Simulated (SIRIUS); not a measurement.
# GaAs (F-43m) in SIRIUS: equation of state, part 3 of 4

SIRIUS 7.12.0. The steps go on from the part before.

### Step 4. Equation of state, PBEsol, 22.14 Å³/atom (volume scaled by 0.98)

Input file sirius.json:

```json
{
  "control": {
    "processing_unit": "cpu",
    "std_evp_solver_name": "lapack",
    "gen_evp_solver_name": "lapack",
    "verbosity": 2,
    "print_forces": false,
    "ortho_rf": true,
    "use_second_variation": true,
    "rmt_max": 3.0,
    "num_bands_to_print": 24,
    "save_wf": true
  },
  "parameters": {
    "electronic_structure_method": "full_potential_lapwlo",
    "xc_functionals": ["XC_GGA_X_PBE_SOL", "XC_GGA_C_PBE_SOL"],
    "core_relativity": "dirac",
    "valence_relativity": "iora",
    "num_fv_states": 29,
    "smearing": "fermi_dirac",
    "smearing_width": 0.0018374661,
    "pw_cutoff": 20,
    "gk_cutoff": 3.77,
    "lmax_apw": 10,
    "lmax_rho": 8,
    "lmax_pot": 8,
    "num_mag_dims": 0,
    "auto_rmt": 0,
    "ngridk": [8, 8, 8],
    "shiftk": [0, 0, 0],
    "num_dft_iter": 80,
    "energy_tol": 1e-07,
    "density_tol": 1e-05,
    "use_symmetry": true
  },
  "settings": {"tol_ne": 1e-10},
  "iterative_solver": {"type": "exact"},
  "mixer": {"type": "anderson", "beta": 0.5, "max_history": 8},
  "unit_cell": {
    "lattice_vectors": [[0.0, 5.3061190521, 5.3061190521], [5.3061190521, 0.0, 5.3061190521], [5.3061190521, 5.3061190521, 0.0]],
    "atom_types": ["As", "Ga"],
    "atom_files": {"As": "As.json", "Ga": "Ga.json"},
    "atoms": {"As": [[0.75, 0.75, 0.75]], "Ga": [[0.0, 0.0, 0.0]]}
  }
}
```

Input file As.json:

```json
{
  "name": "arsenic",
  "symbol": "As",
  "number": 33,
  "mass": 74.9216,
  "rmin": 1e-06,
  "rmt": 2.23,
  "nrmt": 800,
  "rinf": 15.07,
  "core": "1s2s2p",
  "valence": [
    {"basis": [{"enu": -0.01, "dme": 0, "n": 0, "auto": 0}, {"enu": -0.01, "dme": 1, "n": 0, "auto": 0}]},
    {"l": 0, "n": 1, "basis": [{"enu": -0.0314, "dme": 0, "n": 0, "auto": 0}]},
    {"l": 1, "n": 2, "basis": [{"enu": 0.09, "dme": 0, "n": 0, "auto": 0}]},
    {"l": 2, "n": 3, "basis": [{"enu": 0.09, "dme": 0, "n": 0, "auto": 0}]},
    {"l": 3, "n": 4, "basis": [{"enu": 0.09, "dme": 0, "n": 0, "auto": 0}]}
  ],
  "lo": [
    {
      "l": 0,
      "basis": [{"enu": -0.0314, "dme": 0, "n": 0, "auto": 0}, {"enu": -0.0314, "dme": 1, "n": 0, "auto": 0}]
    },
    {
      "l": 0,
      "basis": [{"enu": -0.0314, "dme": 1, "n": 0, "auto": 0}, {"enu": -0.0314, "dme": 2, "n": 0, "auto": 0}]
    },
    {
      "l": 0,
      "basis": [{"enu": -6.6608, "dme": 0, "n": 3, "auto": 1}, {"enu": -6.6608, "dme": 1, "n": 3, "auto": 1}]
    },
    {
      "l": 0,
      "basis": [{"enu": -0.0314, "dme": 0, "n": 0, "auto": 0}, {"enu": 2.3817, "dme": 0, "n": 0, "auto": 0}]
    },
    {"l": 1, "basis": [{"enu": 0.09, "dme": 0, "n": 0, "auto": 0}, {"enu": 0.09, "dme": 1, "n": 0, "auto": 0}]},
    {
      "l": 1,
      "basis": [{"enu": -4.6109, "dme": 0, "n": 3, "auto": 1}, {"enu": -4.6109, "dme": 1, "n": 3, "auto": 1}]
    },
    {
      "l": 1,
      "basis": [{"enu": -4.6109, "dme": 1, "n": 3, "auto": 1}, {"enu": 0.09, "dme": 0, "n": 0, "auto": 0}]
    },
    {"l": 1, "basis": [{"enu": 0.09, "dme": 0, "n": 0, "auto": 0}, {"enu": 3.7901, "dme": 0, "n": 0, "auto": 0}]},
    {"l": 2, "basis": [{"enu": 0.09, "dme": 0, "n": 0, "auto": 0}, {"enu": 0.09, "dme": 1, "n": 0, "auto": 0}]},
    {
      "l": 2,
      "basis": [{"enu": -1.2185, "dme": 0, "n": 3, "auto": 1}, {"enu": -1.2185, "dme": 1, "n": 3, "auto": 1}]
    },
    {
      "l": 2,
      "basis": [{"enu": -1.2185, "dme": 1, "n": 3, "auto": 1}, {"enu": 0.09, "dme": 0, "n": 0, "auto": 0}]
    },
    {"l": 2, "basis": [{"enu": 0.09, "dme": 0, "n": 0, "auto": 0}, {"enu": 4.2727, "dme": 0, "n": 0, "auto": 0}]},
    {"l": 3, "basis": [{"enu": 0.09, "dme": 0, "n": 0, "auto": 0}, {"enu": 0.09, "dme": 1, "n": 0, "auto": 0}]},
    {"l": 3, "basis": [{"enu": 0.09, "dme": 0, "n": 0, "auto": 0}, {"enu": 3.589, "dme": 0, "n": 0, "auto": 0}]}
  ],
  "free_atom": [... radial grid and density of the free atom, the start of the SCF ...]
}
```

Input file Ga.json:

```json
{
  "name": "gallium",
  "symbol": "Ga",
  "number": 31,
  "mass": 69.723,
  "rmin": 1e-06,
  "rmt": 2.23,
  "nrmt": 800,
  "rinf": 19.67,
  "core": "1s2s2p",
  "valence": [
    {"basis": [{"enu": -0.01, "dme": 0, "n": 0, "auto": 0}, {"enu": -0.01, "dme": 1, "n": 0, "auto": 0}]},
    {"l": 0, "n": 1, "basis": [{"enu": 0.0221, "dme": 0, "n": 0, "auto": 0}]},
    {"l": 1, "n": 2, "basis": [{"enu": 0.09, "dme": 0, "n": 0, "auto": 0}]},
    {"l": 2, "n": 3, "basis": [{"enu": 0.09, "dme": 0, "n": 0, "auto": 0}]},
    {"l": 3, "n": 4, "basis": [{"enu": 0.09, "dme": 0, "n": 0, "auto": 0}]}
  ],
  "lo": [
    {
      "l": 0,
      "basis": [{"enu": 0.0221, "dme": 0, "n": 0, "auto": 0}, {"enu": 0.0221, "dme": 1, "n": 0, "auto": 0}]
    },
    {
      "l": 0,
      "basis": [{"enu": -5.2143, "dme": 0, "n": 3, "auto": 1}, {"enu": -5.2143, "dme": 1, "n": 3, "auto": 1}]
    },
    {
      "l": 0,
      "basis": [{"enu": -5.2143, "dme": 1, "n": 3, "auto": 1}, {"enu": 0.0221, "dme": 0, "n": 0, "auto": 0}]
    },
    {
      "l": 0,
      "basis": [{"enu": 0.0221, "dme": 0, "n": 0, "auto": 0}, {"enu": 3.2395, "dme": 0, "n": 0, "auto": 0}]
    },
    {"l": 1, "basis": [{"enu": 0.09, "dme": 0, "n": 0, "auto": 0}, {"enu": 0.09, "dme": 1, "n": 0, "auto": 0}]},
    {
      "l": 1,
      "basis": [{"enu": -3.4308, "dme": 0, "n": 3, "auto": 1}, {"enu": -3.4308, "dme": 1, "n": 3, "auto": 1}]
    },
    {
      "l": 1,
      "basis": [{"enu": -3.4308, "dme": 1, "n": 3, "auto": 1}, {"enu": 0.09, "dme": 0, "n": 0, "auto": 0}]
    },
    {"l": 1, "basis": [{"enu": 0.09, "dme": 0, "n": 0, "auto": 0}, {"enu": 3.7901, "dme": 0, "n": 0, "auto": 0}]},
    {"l": 2, "basis": [{"enu": 0.09, "dme": 0, "n": 0, "auto": 0}, {"enu": 0.09, "dme": 1, "n": 0, "auto": 0}]},
    {
      "l": 2,
      "basis": [{"enu": -0.5241, "dme": 0, "n": 3, "auto": 1}, {"enu": -0.5241, "dme": 1, "n": 3, "auto": 1}]
    },
    {
      "l": 2,
      "basis": [{"enu": -0.5241, "dme": 1, "n": 3, "auto": 1}, {"enu": 0.09, "dme": 0, "n": 0, "auto": 0}]
    },
    {"l": 2, "basis": [{"enu": 0.09, "dme": 0, "n": 0, "auto": 0}, {"enu": 4.2727, "dme": 0, "n": 0, "auto": 0}]},
    {"l": 3, "basis": [{"enu": 0.09, "dme": 0, "n": 0, "auto": 0}, {"enu": 0.09, "dme": 1, "n": 0, "auto": 0}]},
    {"l": 3, "basis": [{"enu": 0.09, "dme": 0, "n": 0, "auto": 0}, {"enu": 3.589, "dme": 0, "n": 0, "auto": 0}]}
  ],
  "free_atom": [... radial grid and density of the free atom, the start of the SCF ...]
}
```

Input file sirius_start.json:

```json
{
  "control": {
    "processing_unit": "cpu",
    "std_evp_solver_name": "lapack",
    "gen_evp_solver_name": "lapack",
    "verbosity": 1,
    "print_forces": false,
    "ortho_rf": true,
    "use_second_variation": true,
    "rmt_max": 3.0,
    "num_bands_to_print": 24,
    "save_wf": false
  },
  "parameters": {
    "electronic_structure_method": "full_potential_lapwlo",
    "xc_functionals": ["XC_LDA_X", "XC_LDA_C_PW"],
    "core_relativity": "dirac",
    "valence_relativity": "iora",
    "num_fv_states": 29,
    "smearing": "fermi_dirac",
    "smearing_width": 0.0055123983,
    "pw_cutoff": 20,
    "gk_cutoff": 3.01,
    "lmax_apw": 10,
    "lmax_rho": 8,
    "lmax_pot": 8,
    "num_mag_dims": 0,
    "auto_rmt": 0,
    "ngridk": [3, 3, 3],
    "shiftk": [0, 0, 0],
    "num_dft_iter": 30,
    "energy_tol": 0.01,
    "density_tol": 0.05,
    "use_symmetry": true
  },
  "settings": {"tol_ne": 1e-10},
  "iterative_solver": {"type": "exact"},
  "mixer": {"type": "anderson", "beta": 0.5, "max_history": 8},
  "unit_cell": {
    "lattice_vectors": [[0.0, 5.3061190521, 5.3061190521], [5.3061190521, 0.0, 5.3061190521], [5.3061190521, 5.3061190521, 0.0]],
    "atom_types": ["As", "Ga"],
    "atom_files": {"As": "As.json", "Ga": "Ga.json"},
    "atoms": {"As": [[0.75, 0.75, 0.75]], "Ga": [[0.0, 0.0, 0.0]]}
  }
}
```

Potentials or basis: all-electron FP-LAPW, apw+lo standard.

The run is started by

```sh
$ OMP_NUM_THREADS=1 sirius.scf --input=sirius_start.json --output=start.json
$ OMP_NUM_THREADS=1 sirius.scf --input=sirius.json --output=output.json --task=1
```

Output:

```text
[info] SIRIUS version : 7.12.0
[info] number of MPI ranks           : 1
[info] MPI grid                      : 1 1
[info] maximum number of OMP threads : 1
[fft] FFT context for density and potential
[fft] =====================================
[fft]   plane wave cutoff                     : 20
[fft]   grid size                             : 50 50 50   total : 125000
[fft]   grid limits                           : -24 25   -24 25   -24 25
[fft]   number of G-vectors within the cutoff : 40533
[fft]   number of G-shells                    : 1074
[fft] FFT context for coarse grid
[fft] =====================================
[fft]   plane wave cutoff                     : 7.54
[fft]   grid size                             : 24 24 24   total : 13824
[fft]   grid limits                           : -11 12   -11 12   -11 12
[fft]   number of G-vectors within the cutoff : 2109
[fft]   number of G-shells                    : 80
[unit cell] lattice vectors
[unit cell]   a1 :       0.0000000000      5.3061190521      5.3061190521
[unit cell]   a2 :       5.3061190521      0.0000000000      5.3061190521
[unit cell]   a3 :       5.3061190521      5.3061190521      0.0000000000
[unit cell] reciprocal lattice vectors
[unit cell]   b1 :      -0.5920697637      0.5920697637      0.5920697637
[unit cell]   b2 :       0.5920697637     -0.5920697637      0.5920697637
[unit cell]   b3 :       0.5920697637      0.5920697637     -0.5920697637
[unit cell] unit cell volume :       298.78649618 [a.u.^3]
[unit cell] 1/sqrt(omega)    :         0.05785215
[unit cell] MT volume        :        92.90373925 (31.09%)
[unit cell] IT volume        :       205.88275693 (68.91%)
[unit cell] number of atom types : 2
[unit cell] type id : 0 symbol : As mt_radius :   2.230000 num_atoms : 1
[unit cell] type id : 1 symbol : Ga mt_radius :   2.230000 num_atoms : 1
[unit cell] total number of atoms : 2
[unit cell] number of symmetry classes : 2
[unit cell] atom id  type id  class id             position                      vector_field
[... 372 lines left out ...]
[diagonalize] ...
[diagonalize] ik:   24   -6.604536   -5.090303   -4.530277   -4.530277   -4.530277   -3.285918   -3.285918   -3.285917   -1.121612   -1.121540   -1.121533   -1.121208   -1.121173   -0.372779   -0.367517   -0.367315   -0.366440   -0.365483   -0.223778   -0.051221    0.058017    0.079525    0.268120    0.289553
[diagonalize] ik:   25   -6.604536   -5.090303   -4.530278   -4.530278   -4.530277   -3.285920   -3.285919   -3.285918   -1.121607   -1.121567   -1.121531   -1.121218   -1.121179   -0.372910   -0.367642   -0.367235   -0.366300   -0.365606   -0.208404   -0.069717    0.034278    0.072727    0.281720    0.346627
[diagonalize] ik:   26   -6.604536   -5.090303   -4.530278   -4.530278   -4.530278   -3.285920   -3.285920   -3.285919   -1.121598   -1.121585   -1.121542   -1.121223   -1.121191   -0.372720   -0.367812   -0.367377   -0.366154   -0.365719   -0.213808   -0.063317    0.028795    0.085763    0.295479    0.365034
[diagonalize] ik:   27   -6.604536   -5.090303   -4.530278   -4.530278   -4.530278   -3.285920   -3.285919   -3.285919   -1.121631   -1.121548   -1.121521   -1.121237   -1.121177   -0.373235   -0.367279   -0.367095   -0.366559   -0.365467   -0.203317   -0.077240    0.054280    0.057738    0.263790    0.273449
[diagonalize] ik:   28   -6.604536   -5.090303   -4.530278   -4.530278   -4.530278   -3.285920   -3.285920   -3.285919   -1.121598   -1.121585   -1.121521   -1.121226   -1.121187   -0.372970   -0.367665   -0.367145   -0.366260   -0.365685   -0.202122   -0.073329    0.039116    0.046190    0.344332    0.346087
[generate_core_charge_density] atom class : 0
[generate_core_charge_density]   n,l,k : 1 0 1  energy :        -429.86318402
[generate_core_charge_density]   n,l,k : 2 0 1  energy :         -54.20634541
[generate_core_charge_density]   n,l,k : 2 1 1  energy :         -48.40530218
[generate_core_charge_density]   n,l,k : 2 1 2  energy :         -47.06298217
[generate_core_charge_density] atom class : 1
[generate_core_charge_density]   n,l,k : 1 0 1  energy :        -375.19911861
[generate_core_charge_density]   n,l,k : 2 0 1  energy :         -45.99601619
[generate_core_charge_density]   n,l,k : 2 1 1  energy :         -40.69163089
[generate_core_charge_density]   n,l,k : 2 1 2  energy :         -39.67648816
[find] Total energy                   :   -4202.17160640 (Ha),   -8404.34321280 (Ry)
[find] iteration : 1, RMS (target) : 9.0349e-02 (1.0000e-05) , energy difference (target) : -8.6014e-05 (1.0000e-07)
[... 21 lines left out ...]
[find] valence_eval_sum               :     -85.29039426
[find] core_eval_sum                  :   -2335.60512792
[find] kinetic energy                 :    4289.01890766
[find] enuc                           :   -5082.38945601
[find] <rho|V^{XC}>                   :    -205.23322099
[find] <rho|E^{XC}>                   :    -156.46042363
[find] <mag|B^{XC}>                   :       0.00000000
[find] <rho|V^{H}>                    :   -6504.68120886
[find] smearing (-TS)                 :      -0.00000047
[find] SCF correction                 :      -0.00003294
[find] Total energy                   :   -4202.17160934 (Ha),   -8404.34321868 (Ry)
[find] Free energy (E-TS)             :   -4202.17160981 (Ha),   -8404.34321961 (Ry)
[find] band gap (eV)                  :       0.59577731
[find] Efermi                         :       0.18749914
[find] iteration : 7, RMS (target) : 2.7625e-06 (1.0000e-05) , energy difference (target) : 9.4319e-08 (1.0000e-07)
[find] converged after 8 SCF iterations!
[find] Charges and magnetic moments
[find] --------------------------------------------------------------------------------
[find] atom      charge    core leakage
[find] --------------------------------------------------------------------------------
[find]    0   31.114568    0.000000e+00
[find]    1   29.375175    0.000000e+00
[find] total core leakage    : 0.00000000e+00
[find] interstitial charge   : 3.510256
[find] total charge          : 63.999999
[find] Energy
[find] --------------------------------------------------------------------------------
[find] valence_eval_sum               :     -85.29039426
[find] core_eval_sum                  :   -2335.60512792
[find] kinetic energy                 :    4289.01890766
[find] enuc                           :   -5082.38945601
[find] <rho|V^{XC}>                   :    -205.23322099
[find] <rho|E^{XC}>                   :    -156.46042363
[find] <mag|B^{XC}>                   :       0.00000000
[find] <rho|V^{H}>                    :   -6504.68120886
[find] smearing (-TS)                 :      -0.00000047
[find] SCF correction                 :      -0.00003294
[find] Total energy                   :   -4202.17160934 (Ha),   -8404.34321868 (Ry)
[find] Free energy (E-TS)             :   -4202.17160981 (Ha),   -8404.34321961 (Ry)
[find] band gap (eV)                  :       0.59577731
[find] Efermi                         :       0.18749914
```

It took 59 s on 1 thread of Arm Neoverse V1, shared host; peak memory 0.46 GiB.

Results:

| Item | Value |
| --- | --- |
| Free energy | -114346.9147 eV |
| Band gap on the k mesh | 0.60 eV, direct |
| All electrons inside the program's atomic spheres | As 31.11; Ga 29.38 (radii As 2.23, Ga 2.23 bohr) |

(Continued in part 4 of 4.)
